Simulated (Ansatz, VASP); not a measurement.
NaF (Villiaumite) in VASP and in Ansatz

```xyz
2
Lattice="0.0000 2.2518 2.2518 2.2518 0.0000 2.2518 2.2518 2.2518 0.0000" Properties=species:S:1:pos:R:3 pbc="T T T"
Na    0.0000    0.0000    0.0000
F     2.2518    2.2518    2.2518
```

Alike in both runs: task single point; functional LDA; k mesh 10 × 10 × 10; no spin polarisation.

|  | VASP | Ansatz |
| --- | --- | --- |
| version | VASP 6.6.1 | Ansatz 0.2.0 |
| potentials or method | VASP PAW LDA potentials, release 64 (Na_pv, F), cutoff 520 eV | all-electron LAPW, scalar-relativistic |
| occupations | gaussian, width 0.01 eV | fixed |

```csv
,VASP,Ansatz,Ansatz less VASP
gap on the k mesh at the Fermi level (eV),6.43,6.44,+0.010
pressure (GPa),-0.1,0.0,+0.06
```

Ansatz ran all-electron here, so the differences hold the error of VASP's frozen core and of both bases.

A k mesh can miss the band edges. A hybrid or GW would open this gap; LDA tends to underestimate it.
